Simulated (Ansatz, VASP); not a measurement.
# HgIr in two plane-wave programs, part 2 of 2

Wanted: the spread between two codes on one cell, functional and k mesh. The cell is invented: As first built, before any earlier steps moved the atoms (in the runner's words): it takes the ZnIr structure with some of its atoms replaced by other elements, volume scaled by an estimate. It may not be a known or stable phase. The cell is taken from a series of VASP runs on this material, whose earlier steps may have relaxed, scaled or displaced it; both programs get it as it stands.

VASP 6.6.1 and Ansatz 0.2.0.

So far: The structure; VASP: relaxation of cell and atoms, revPBE with D3(BJ).

## 3. Ansatz: relaxation of cell and atoms, revPBE with D3(BJ)

Level of this step: Ansatz beside VASP: Kohn-Sham DFT, plane waves, revPBE with D3(BJ) (Ansatz).

Ansatz runs on its default PAW (the set named soft_2) files.

The same cell, functional, mesh and smearing now go to Ansatz, which takes its cutoff from its data sets.

input.yaml

```yaml
crystal:
  lattice:
    - [2.8931534129, 0.0, 0.0]
    - [-1.4465767065, 2.5055449025, 0.0]
    - [0.0, 0.0, 4.6126798106]
  atoms:
    - { symbol: Hg, position: [0.66666667, 0.33333333, 0.5] }
    - { symbol: Ir, position: [0.0, 0.0, 0.0] }
hamiltonian:
  xc: revpbe
  pseudopotentials: { kind: paw }
  dispersion: d3bj
kpoints:
  mp_grid: { grid: [9, 9, 5] }
scf:
  occupations: { method: methfessel_paxton, width: 0.2 }
relax:
  f_tol: 0.01
  max_steps: 60
  cell: { stress_tol: 0.05 }
output:
  forces: true
  stress: true
  write_density: true
  write_potential: true
  elf: true
  volumetric_format: npy
```

On the command line:

```console
ansatz run input.yaml --threads 4 --pin off --max-ram 9216MiB --backend cpu --events-out ev --progress --plain --runs-dir out
```

Numbers of over 12 decimals in the logs are rounded to 6 here.

Log:

```text
Engine: ansatz 0.2.0, aarch64-unknown-linux-gnu
Pseudopotentials: kind: paw
Pseudopotential: Hg, paw, valence charge 20, recommended cutoff 420 eV (normal), Hg.paw.azcp
Pseudopotential: Ir, paw, valence charge 17, recommended cutoff 420 eV (normal), Ir.paw.azcp
Functional definition: revPBE
  parameter kappa = 1.245
  parameter beta = 0.066725
  exchange = pbe_x(kappa = kappa, mu = beta*pi^2/3)
  correlation = pbe_c(beta = beta)
Crystal: 2 atoms, lattice volume = 33.437 Å³
Basis set: ecut = 420 eV, 639 PW (Γ), exchange–correlation on 40×40×64 points (8 copies of the dense FFT grid, shifted against one another)
Bands: 23, of which v1, the nominal top of the filled ones, is band 19 counted from 1 (18 counted from 0)
Symmetry: 12 space group operations
Space group: P-6m2 (ITA 187), of the structure as read, at distance tolerance 3.2e-5 Å
k-points: 36 of 405 (time reversal used)
Non-local potential: Hg, projectors of the file, l = 0: 3, l = 1: 2, l = 2: 2, l = 3: 1
Non-local potential: Ir, projectors of the file, l = 0: 3, l = 1: 2, l = 2: 2, l = 3: 1
PAW form: soft (Blöchl's): semilocal exchange-correlation on the pseudo side does not see the compensation charge
PAW frozen core: Hg, regenerated for the run's functional, and the local potential with it (the file was generated under x = pbe(κ = 0.804, μ = 0.219515), c = pbe(β = 0.066725))
PAW frozen core: Ir, regenerated for the run's functional, and the local potential with it (the file was generated under x = pbe(κ = 0.804, μ = 0.219515), c = pbe(β = 0.066725))
PAW one-centre angular grid: Hg, 590 points (default); XC on 64 Gauss nodes
PAW one-centre angular grid: Ir, 590 points (default); XC on 64 Gauss nodes
Initial density: superposition of atomic densities (neutral atoms: chi_scale 0, normalization atom), corrected by the library's trained network
Initial wavefunctions: pseudopotential atomic-orbital guess
Functional: x = revpbe(κ = 1.245, μ = 0.219515), c = pbe(β = 0.066725)
SCF iter   1: F=—  HF=-25769.861943 eV  |F-HF|=—  |Δ(HF+E_count)|=         —  Δρ=9.21e-3  dr2=2.53e-2  ethr=1.77e-3  ⟨swp⟩=4.1  Hψ=3006  notcnv=0
preconditioner: auto → Kerker (q_TF=auto, 2.775 Å⁻¹)  [metal: Δε(μ)=0.123 eV  Ē_g=11.281 eV  σ=0.200 eV  W_gap=0.47  n_scr=10 (ndim 8)  ℏωp=29.4 eV  f_vac=0.000  D(μ)=1.43/eV (n_scr^D=10)]
SCF iter   2: F=—  HF=-25769.859719 eV  |F-HF|=—  |Δ(HF+E_count)|=   2.22e-3  S|Δr|=    0.00e0  Δρ=4.46e-3  dr2=7.31e-3  ethr=6.83e-5  ⟨swp⟩=1.0  Hψ=1116  notcnv=0
SCF iter   3: F=—  HF=-25769.858938 eV  |F-HF|=—  |Δ(HF+E_count)|=   7.80e-4  S|Δr|=    0.00e0  Δρ=1.06e-3  dr2=5.06e-4  ethr=1.97e-5  ⟨swp⟩=2.1  Hψ=1053  notcnv=0
SCF iter   4: F=—  HF=-25769.858844 eV  |F-HF|=—  |Δ(HF+E_count)|=   9.40e-5  S|Δr|=    0.00e0  Δρ=2.72e-4  dr2=5.57e-5  ethr=1.37e-6  ⟨swp⟩=2.2  Hψ=1094  notcnv=0
SCF iter   5: F=—  HF=-25769.858824 eV  |F-HF|=—  |Δ(HF+E_count)|=   2.10e-5  S|Δr|=    0.00e0  Δρ=8.96e-5  dr2=2.15e-6  ethr=1.51e-7  ⟨swp⟩=2.3  Hψ=1092  notcnv=0
SCF iter   6: F=-25769.858824 eV  HF=-25769.858824 eV  |F-HF|=1.73e-8  |Δ(HF+E_count)|=   2.46e-7  S|Δr|=    0.00e0  Δρ=1.88e-5  dr2=8.74e-8  ethr=2.70e-10  ⟨swp⟩=5.9  Hψ=5125  notcnv=0
SCF 1 converged in 6 iterations: F = -25769.858824 eV  dr2 = 8.74e-8
  greatest PAW one-centre occupation: 1.000 electrons in one spin orbital (limit 2), on the Hg atom at site 0 (counted from 0), in its partial waves of l = 0
relax step   1: F+E_penalty+E_count = -25769.85882374 eV  Δ(F+E_penalty+E_count) = +0.000e0 eV  max|allowed force component| = 1.018e-16 eV/Å  Δτ_max = 0.0000 Å  P = -1.712 GPa  Ω = 33.437 Å³  (6 SCF iters, dr2 threshold 1.00e-7 eV, accepted)
[...]
relax step   2: F+E_penalty+E_count = -25769.85352031 eV  Δ(F+E_penalty+E_count) = +5.303e-3 eV  max|allowed force component| = 1.018e-16 eV/Å  Δτ_max = 0.0000 Å  P = +4.362 GPa  Ω = 32.470 Å³  energy of the carried Pulay correction = +4.594e-4 eV  (6 SCF iters, dr2 threshold 2.00e-7 eV, rejected (line search))
[...]
relax step   3: F+E_penalty+E_count = -25769.86216128 eV  Δ(F+E_penalty+E_count) = -3.338e-3 eV  max|allowed force component| = 6.939e-17 eV/Å  Δτ_max = 0.0000 Å  P = +0.047 GPa  Ω = 33.130 Å³  energy of the carried Pulay correction = +1.480e-4 eV  (8 SCF iters, accepted)
[...]
relax step   4: F+E_penalty+E_count = -25769.86230435 eV  Δ(F+E_penalty+E_count) = -1.431e-4 eV  max|allowed force component| = 2.220e-16 eV/Å  Δτ_max = 0.0000 Å  P = +0.128 GPa  Ω = 33.113 Å³  energy of the carried Pulay correction = +1.586e-4 eV  (3 SCF iters, dr2 threshold 2.00e-7 eV, accepted)
[...]
relax step   5: F+E_penalty+E_count = -25769.86230911 eV  Δ(F+E_penalty+E_count) = -4.761e-6 eV  max|allowed force component| = 3.238e-17 eV/Å  Δτ_max = 0.0000 Å  P = +0.002 GPa  Ω = 33.132 Å³  energy of the carried Pulay correction = +1.504e-4 eV  (3 SCF iters, dr2 threshold 1.11e-7 eV, accepted)
[...]
relax step   6: F+E_penalty+E_count = -25769.86213281 eV  Δ(F+E_penalty+E_count) = +1.763e-4 eV  max|allowed force component| = 2.776e-17 eV/Å  Δτ_max = 0.0000 Å  P = +0.008 GPa  Ω = 33.132 Å³  stress off target by 9.02e-3 GPa  SCF on the basis re-selected at this cell (its energy is not comparable with the rows above)  (5 SCF iters)
basis re-selected at this cell: Δ(F+E_penalty+E_count) = +1.763e-4 eV, ΔP = +0.005 GPa vs the last step (what re-selecting the basis moved, of the pressure what is left beyond the Pulay correction that the steps carried, after the strain that the cell walked since its last selection, with what the two solves' SCF thresholds leave and, on support functions, any second-order correction that the steps lacked; it is no m [...]
SCF converged after 5 iterations
Stability not checked: this state was not tested for a lower state beside it, because cold or Methfessel-Paxton smearing, or corrected tetrahedra, fill the levels in a way that the test cannot read (fill_not_monotonic; see scf.lower_state_search)
Free energy (F): -25769.862133 eV
Harris-Foulkes:  -25769.862133 eV  (|F-HF|=7.28e-12)
Internal energy: -25769.865359 eV  (E = F + TS)
E sigma→0 (E₀):  -25769.862939 eV
Entropy (-TS):   0.003227 eV (1.613 meV/atom)
Fermi energy:    21.918874 eV
--- Per-component energies (eV) ---
  E_band       = -385.236719
  E_kinetic    = 1229.634333
  E_local      = -3208.527345  (includes V_loc(G=0)·N_el)
  E_nonlocal   = 143.813260
  E_hartree    = 1341.912657
  E_xc         = -489.773249
  E_vxc        = -563.767728  (∫ρ·V_xc dr)
  E_paw        = -19186.744369  (= ΣΔE_a)
  E_vpaw       = -670.215579  (= ΣTr[D̂ρ^β])
  E_aug_tail   = 0.001039  (compensation charges beyond the density's cutoff)
  E_ewald      = -5597.742210
  E_disp       = -2.374463  (pairwise vdW)
  E_core_change = -0.065013  (= ΣΔE_core)
  E_smearing   = 0.003227  (= −TS)
  E_closure    = -0.000000  (closes the sum)
  Σ components = -25769.862133   (vs F -25769.862133, Δ=0.00e0)
--- Forces (eV/Å), atoms counted from 1 ---
  atom   1  Hg     0.00000000     0.00000000    -0.00000000
  atom   2  Ir    -0.00000000    -0.00000000    -0.00000000
  max |Σ_I F_I| component: 1.85e-17 eV/Å
--- Stress (GPa, compression-positive) ---
        0.009021       0.000000      -0.000000
        0.000000       0.009021       0.000000
       -0.000000       0.000000       0.004617
  P = ⅓ Tr σ = 0.0076 GPa (0.076 kbar)
--- Band table (eV; the first three rows and the last of 36) ---
  k-point 0: bands = [... 15 lower, 19.6576, 19.6576, 20.5754, 21.8369, 21.8369, 25.6475, 35.5178, 37.5879]
  k-point 1: bands = [... 15 lower, 19.4678, 19.7203, 19.7203, 21.8320, 21.8320, 27.7593, 35.0370, 37.2469]
  k-point 2: bands = [... 15 lower, 18.6933, 19.8362, 19.8362, 21.8084, 21.8084, 31.5215, 34.5963, 36.1716]
  k-point 35: bands = [... 15 lower, 18.9698, 19.5871, 21.3432, 24.7473, 25.3315, 26.9834, 27.5930, 28.2650]
--- Relaxed structure (5 steps of the walk, 4 accepted, 1 SCFs on fresh bases) ---
  F+E_penalty+E_count = -25769.86213281 eV   max|allowed force component| = 2.776e-17 eV/Å   (the final SCF, on the basis selected at the relaxed cell)
  cell:  # Å, volume = 33.1320 Å³
    - [2.872685, 2.866327137937674e-11, -1.083339759258209e-19]
    - [-1.436343, 2.487818, 0]
    - [-1.7272153163125383e-19, 0, 4.635979]
  atoms:
    - { symbol: Hg, position: [0.666667, 0.333333, 0.5] }
    - { symbol: Ir, position: [-9.251858607474689e-18, -1.8503717008154222e-17, 0] }
```

The job ended after 3.4 s (4 threads of Arm Neoverse V2, shared host; peak memory 0.35 GiB; 11 s of CPU time).

## 4. Comparison

Known differences besides the potentials themselves: both relaxations stop at a tolerance, which leaves soft axes loose, and VASP keeps its plane-wave basis; the data sets hold 37 valence electrons in Ansatz (default PAW (the set named soft_2) files) and 21 in VASP; the cutoff is 420 eV in Ansatz and 400 eV in VASP; Ansatz makes its cores anew for this functional, VASP keeps those of its PBE data sets; VASP leaves aspherical gradient terms in its spheres out (LASPH is not set), Ansatz keeps them; Ansatz adds a Pulay correction to the stress that steers its cell, VASP none. Total energies have different zeros and are not compared.

Both answers:

| quantity | Ansatz | VASP | difference |
| --- | --- | --- | --- |
| volume (Å³) | 33.13 | 33.37 | -0.71 % |
| edge a after relaxation, in the typed setting (Å) | 2.873 | 2.878 | -0.20 % |
| edge c after relaxation, in the typed setting (Å) | 4.636 | 4.651 | -0.32 % |

The walks stopped with 0.01 GPa left in Ansatz and 0.03 GPa in VASP; each walk ends within a tolerance, so the volume difference is uncertain by about these residues over the bulk modulus, most in soft cells.

## 5. Outcome

```yaml
difference_in_volume_relaxation_of_cell_and_atoms_revpbe_with_d3_bj: -0.71 %
```

What this shows: The difference in volume is -0.71 % (relaxation of cell and atoms, revPBE with D3(BJ)), within the 1.2 % picked in this series as the mark of a large difference, as far as the stopping tolerances let one tell. Such differences can come from data sets, numerical settings and the points named under the comparisons, not from the functional's error against experiment.

[Lines on the potential files, build, host, timing and source positions are cut from VASP's logs without a mark.]

[Logs are printed without paths, hosts, clocks, repeated set-up lines and the standing remarks that a program may print on its own settings, such as how far it seeks lower states.]

[Hosts, paths, dates, database ids (printed as entryN), source tags and the programs' standing remarks are cut or masked in the printed files.]
